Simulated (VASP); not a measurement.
# GaCo (Pm-3m) in VASP: further runs, part 2 of 2

VASP 6.6.1.

### Step 4. Relaxation of cell and atoms, PBE, collinear spin, typed start

Contents of INCAR:

```
SYSTEM = GaCo
PREC     = Accurate       ! precision mode
ENCUT    = 600            ! plane-wave cutoff, eV
EDIFF    = 1E-6           ! SCF threshold, eV
ISMEAR   = 0              ! smearing method
SIGMA    = 0.1            ! smearing width, eV
LREAL    = .FALSE.        ! projectors in reciprocal space
LASPH    = .TRUE.         ! aspherical terms in the spheres
NELM     = 150            ! most SCF steps
ALGO     = Fast           ! electronic algorithm
ISIF     = 3              ! what is computed and relaxed
LWAVE    = .FALSE.        ! write WAVECAR
LCHARG   = .FALSE.        ! write CHGCAR
ISPIN    = 2              ! spin polarisation
MAGMOM   = 0 0.31         ! initial moments
LORBIT   = 11             ! projections on sites
LMAXMIX  = 4              ! l up to which the mixer works
GGA      = PE             ! functional
IBRION   = 2              ! ionic algorithm
NSW      = 60             ! ionic steps
EDIFFG   = -0.04          ! ionic threshold
```

Contents of KPOINTS:

```
regular mesh
0
G
  6 6 6
  0 0 0
```

Contents of POSCAR:

```
GaCo
1.0
    2.8472290000      0.0000000000      0.0000000000
    0.0000000000      2.8472290000      0.0000000000
    0.0000000000      0.0000000000      2.8472290000
Ga Co
1 1
Direct
    0.5000000000      0.5000000000      0.5000000000
    0.0000000000      0.0000000000      0.0000000000
```

Potentials or basis: VASP PAW PBE potentials, release 64 (Ga_d, Co).

On the command line:

```sh
$ cat potpaw_PBE.64/Ga_d/POTCAR potpaw_PBE.64/Co/POTCAR > POTCAR
$ mpirun -np 1 vasp_std > vasp.out
```

OUTCAR:

```text
SYSTEM = GaCo
   PREC = Accurate
   ENCUT = 600
   EDIFF = 1E-6
   ISMEAR = 0
   LREAL = .FALSE.
   LASPH = .TRUE.
   NELM = 150
   ISIF = 3
   ISPIN = 2
   LORBIT = 11
   GGA = PE
   IBRION = 2
   NSW = 60
   EDIFFG = -0.04

 ion  position               nearest neighbor table
   1  0.500  0.500  0.500-   2 2.47   2 2.47   2 2.47   2 2.47   2 2.47   2 2.47   2 2.47   2 2.47

   2  0.000  0.000  0.000-   1 2.47   1 2.47   1 2.47   1 2.47   1 2.47   1 2.47   1 2.47   1 2.47

  LATTYP: Found a simple cubic cell.
 ALAT       =     2.8472290000

  Lattice vectors:

 A1 = (   2.8472290000,   0.0000000000,   0.0000000000)
 A2 = (   0.0000000000,   2.8472290000,   0.0000000000)
 A3 = (   0.0000000000,   0.0000000000,   2.8472290000)

Analysis of symmetry for initial positions (statically):
=====================================================================
 Subroutine PRICEL returns:
 Original cell was already a primitive cell.
[... 994 lines left out ...]
  free energy    TOTEN  =       -10.48903468 eV

  energy without entropy =      -10.48361336  energy(sigma->0) =      -10.48632402

 E-fermi :   9.7252     XC(G=0): -13.1679

 val. band max:        9.6974737513   @ k =   0.5000   0.3333   0.0000
 cond. band min:       9.8157632555   @ k =   0.5000   0.1667   0.0000
 fundamental gap:      0.1182895042
 Fermi energy:         9.7252254266

 spin component 1

 k-point     1 :       0.0000    0.0000    0.0000
  band No.  band energies     occupation
      1      -5.4319      1.00000
      2      -5.4319      1.00000
      3      -5.0892      1.00000
      4      -5.0892      1.00000
      5      -5.0892      1.00000
      6      -2.3087      1.00000
      7       7.1968      1.00000
      8       7.1968      1.00000
      9       8.9978      1.00000
     10       8.9978      1.00000
     11       8.9978      1.00000
[... 736 lines left out ...]
  FREE ENERGIE OF THE ION-ELECTRON SYSTEM (eV)
  ---------------------------------------------------
  free  energy   TOTEN  =       -10.4890346762 eV

  energy  without entropy=      -10.4836133592  energy(sigma->0) =      -10.48632402

 reached required accuracy - stopping structural energy minimisation

 total charge

# of ion       s       p       d       tot
------------------------------------------
    1        0.846   0.884  10.051  11.780
    2        0.385   0.451   7.509   8.345
--------------------------------------------------
tot          1.230   1.336  17.560  20.126

 magnetization (x)

# of ion       s       p       d       tot
------------------------------------------
    1       -0.000  -0.000  -0.000  -0.000
    2        0.000  -0.000   0.005   0.005
--------------------------------------------------
tot         -0.000  -0.000   0.005   0.005
```

OSZICAR:

```text
N       E                     dE             d eps       ncg     rms          rms(c)
DAV:   1     0.102316090192E+03    0.10232E+03   -0.11608E+04  1312   0.284E+03
DAV:   2    -0.646261576276E+01   -0.10878E+03   -0.10637E+03  1242   0.362E+02
DAV:   3    -0.113316217534E+02   -0.48690E+01   -0.48472E+01  1375   0.826E+01
[... 36 lines left out ...]
RMM:   6    -0.104890213884E+02   -0.15430E-03   -0.17604E-03  1391   0.536E-01    0.530E-02
RMM:   7    -0.104890364166E+02   -0.15028E-04   -0.31590E-04  1552   0.200E-01    0.253E-02
RMM:   8    -0.104890335672E+02    0.28494E-05   -0.55413E-05  1474   0.796E-02    0.504E-03
RMM:   9    -0.104890342306E+02   -0.66343E-06   -0.12771E-05  1250   0.406E-02    0.303E-03
RMM:  10    -0.104890346762E+02   -0.44558E-06   -0.42674E-06   926   0.203E-02
   3 F= -.10489035E+02 E0= -.10486324E+02  d E =-.177065E-01  mag=     0.0047
```

CONTCAR:

```text
GaCo
   1.00000000000000
     2.8816746758007592    0.0000000000000000   -0.0000000000000000
     0.0000000000000000    2.8816746758007592   -0.0000000000000000
    -0.0000000000000000    0.0000000000000000    2.8816746758007592
  Ga              Co
     1     1
Direct
     0.5000000000000000    0.5000000000000000    0.5000000000000000
     0.0000000000000000    0.0000000000000000    0.0000000000000000

  0.00000000E+00  0.00000000E+00  0.00000000E+00
  0.00000000E+00  0.00000000E+00  0.00000000E+00
```

Wall time 29 s (1 thread of Intel Xeon 6975P-C (Granite Rapids), shared host); peak memory 0.16 GiB.

Results:

- Free energy: -10.4890 eV
- Relaxed volume: 11.96 Å³/atom
- Relaxed cell: a = 2.882 Å, b = 2.882 Å, c = 2.882 Å, α = 90.00°, β = 90.00°, γ = 90.00°
- Space group after relaxing (to 0.05 Å): Pm-3m (No. 221)
- Energy gained by relaxing: 8.9 meV/atom
- Ionic steps: 3
- Pressure after relaxing: 0.0 GPa
- Band gap on the k mesh: none (metal or under the smearing width)
- Net moment: 0.00 μB per cell
- Valence electrons inside the program's atomic spheres: Ga 11.78; Co 8.35

The path:
| step | energy change (eV) | largest force (eV/Å) | pressure (GPa) | volume (Å³) |
| --- | --- | --- | --- | --- |
| 1 | 0.0000 | 0.0000 | 6.96 | 23.08 |
| 2 | -0.0014 | 0.0000 | -5.75 | 24.80 |
| 3 | -0.0177 | 0.0000 | 0.05 | 23.93 |

Final structure:
```
Ga Co
1.0
     2.88167    0.00000    0.00000
     0.00000    2.88167    0.00000
     0.00000    0.00000    2.88167
Ga Co
1 1
Direct
  0.50000 0.50000 0.50000
  0.00000 0.00000 0.00000
```

Caveat: the k mesh is coarse (spacing up to 0.37 Å⁻¹), so the values aren't converged.

### Step 5. Overview

```csv
task,cell,cutoff (eV),gap on the mesh (eV),pressure (GPa),moment (μB)
single point,"Pm-3m, 11.54 Å³/atom",520,none,7.3,0.19
single point,"Pm-3m, 11.97 Å³/atom",520,none,0.4,0.24
relaxation of cell and atoms,relaxed,600,none,0.0,0.00
```

Alike in all rows: level PBE; potentials or basis VASP PAW PBE potentials, release 64 (Ga_d, Co); spin collinear, typed start; k mesh 6 × 6 × 6; smearing gaussian 0.1 eV; the mesh is coarse, so values aren't converged.

Caveats: all runs use coarse meshes.

Absolute energies hang on the potentials; compare differences alone.
